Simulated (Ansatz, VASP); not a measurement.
**Two plane-wave programs on Li15S8 (a cell with a defect)**

```
Li S
1.0
     0.00000    5.67034    5.67034
     5.67034    0.00000    5.67034
     5.67034    5.67034    0.00000
Li S
15 8
Direct
  0.37599 0.37599 0.87401
  0.37599 0.87401 0.37599
  0.37599 0.87401 0.87401
  0.87401 0.37599 0.37599
  0.87401 0.37599 0.87401
  0.87401 0.87401 0.37599
  0.87500 0.87500 0.87500
  0.12500 0.12500 0.12500
  0.13463 0.13463 0.61537
  0.13463 0.61537 0.13463
  0.13463 0.61537 0.61537
  0.61537 0.13463 0.13463
  0.61537 0.13463 0.61537
  0.61537 0.61537 0.13463
  0.62500 0.62500 0.62500
  0.00023 0.00023 0.00023
  0.00023 0.00023 0.49932
  0.00023 0.49932 0.00023
  0.99066 0.50311 0.50311
  0.49932 0.00023 0.00023
  0.50311 0.99066 0.50311
  0.50311 0.50311 0.99066
  0.50311 0.50311 0.50311
```

Change from the starting cell: Li vacancy, charge +0, ions relaxed.

Alike in both runs: functional PBE; k mesh 3 × 3 × 3; occupations fermi-dirac, width 0.01 eV; collinear spin.

Ansatz relaxed the structure, and its values are those at the end. VASP's run is a single point on that final structure, the one shown.

|  | VASP | Ansatz |
| --- | --- | --- |
| version | VASP 6.6.1 | Ansatz 0.2.0 |
| potentials or method | VASP PAW PBE potentials, release 64 (Li_sv, S) | plane-wave PAW, scalar-relativistic |
| plane-wave cutoff (eV) | 520 | 420 |
| valence electrons in the cell | 93 | 93 |

```tsv
	VASP	Ansatz	Ansatz less VASP
rms of the force components (eV/Å)	0.007	0.007	-0.0006
net moment per atom (μB)	0.03	0.03	0.000
```

With one functional, cell and mesh, what is left measures potentials, basis and numerics. Ansatz warned: «stress_scf_threshold_loose».
